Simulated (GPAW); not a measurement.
## CO2: single point with TB-mBJ

CO2:

```
CELL_PARAMETERS angstrom
2.63591 -2.38738 0.00000
2.63591 2.38738 0.00000
0.00000 0.00000 6.58717
ATOMIC_POSITIONS crystal
O 0.30651 0.69349 0.60816
O 0.69349 0.30651 0.39184
O 0.19349 0.80651 0.10816
O 0.80651 0.19349 0.89184
C 0.50000 0.50000 0.50000
C 0.00000 0.00000 0.00000
```

The cell comes from a database or a generator and needn't be the stable form of this composition.

```json
{
  "Program": "GPAW 26.7.0",
  "Task": "single point",
  "Functional": "TB-mBJ",
  "Potentials or basis": "GPAW PAW data sets for LDA (gpaw-data 1.2.1)",
  "Cutoff": "800 eV",
  "Basis": "pw",
  "k mesh": "6 × 6 × 4",
  "Occupations": "fermi-dirac, width 0.05 eV",
  "Spin": "no spin polarisation",
  "Maxiter": "150"
}
```

The band gap on the k mesh is 9.21 eV, indirect (least direct gap 9.65 eV).

Levels at points of the mesh, in eV from the valence-band top:
```csv
k point,band 12,band 13,band 14,band 15,band 16,band 17,band 18,band 19,band 20,band 21
"(0.00, 0.00, 0.00)",-3.10,-0.75,-0.64,-0.51,-0.43,9.21,9.59,9.62,9.73,10.49
"(0.00, 0.00, 0.50)",-3.13,-0.63,-0.63,-0.53,-0.53,9.46,9.46,10.04,10.04,10.63
"(0.50, 0.00, 0.00)",-3.29,-0.53,-0.53,-0.21,-0.21,9.59,9.59,10.43,10.43,12.29
"(0.50, 0.00, 0.50)",-3.27,-0.57,-0.57,-0.18,-0.18,9.64,9.64,10.47,10.47,12.16
"(0.50, 0.50, 0.00)",-3.43,-0.66,-0.41,-0.25,0.00,9.74,10.69,10.70,10.77,12.47
"(0.50, 0.50, 0.50)",-3.61,-0.46,-0.46,-0.19,-0.19,10.23,10.23,10.69,10.69,13.22
```

Wall time 9.9 min on 1 thread of Arm Neoverse V2, on a shared host, peak memory 0.36 GiB.

Caveat: a model potential gives levels but no total energy. A k mesh can miss the band edges.
